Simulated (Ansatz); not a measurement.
**Strain response of Ge**

These are results of Ansatz, DFT PBEsol, scalar-relativistic, plane waves, PAW, not measurements. (420 eV cutoff, 18×18×8 k-mesh, Gaussian smearing of 0.10 eV, no spin polarisation)

Reference structure (relaxed):

```xyz
4
Lattice="3.9970 0.0000 0.0000 -1.9985 3.4615 0.0000 0.0000 0.0000 6.5964" Properties=species:S:1:pos:R:3 pbc="T T T"
Ge    1.9985    1.1538    0.4150
Ge    0.0000    2.3077    3.7132
Ge    1.9985    1.1538    2.8832
Ge    0.0000    2.3077    6.1814
```

Deformation: all cell vectors scaled alike, the atoms relaxed, all within the symmetry that the strain leaves. Energies are extrapolated to zero smearing.

```csv
strain (%),ΔE (meV/atom),a (Å),b (Å),c (Å)
-4.5,104.0,3.817,3.817,6.300
-3.0,43.5,3.877,3.877,6.398
-1.5,10.2,3.937,3.937,6.497
+0.0,0.0,3.997,3.997,6.596
+1.5,9.4,4.057,4.057,6.695
+3.0,35.3,4.117,4.117,6.794
+4.5,75.1,4.177,4.177,6.893
```

Q: What stiffness (1/V) d²E/dε² at zero strain does a cubic fit over all points give?

A: A cubic fit gives (1/V) d²E/dε² = 622 GPa at zero strain (nine times the bulk modulus at fixed shape).

This form isn't the element's structure at ambient conditions.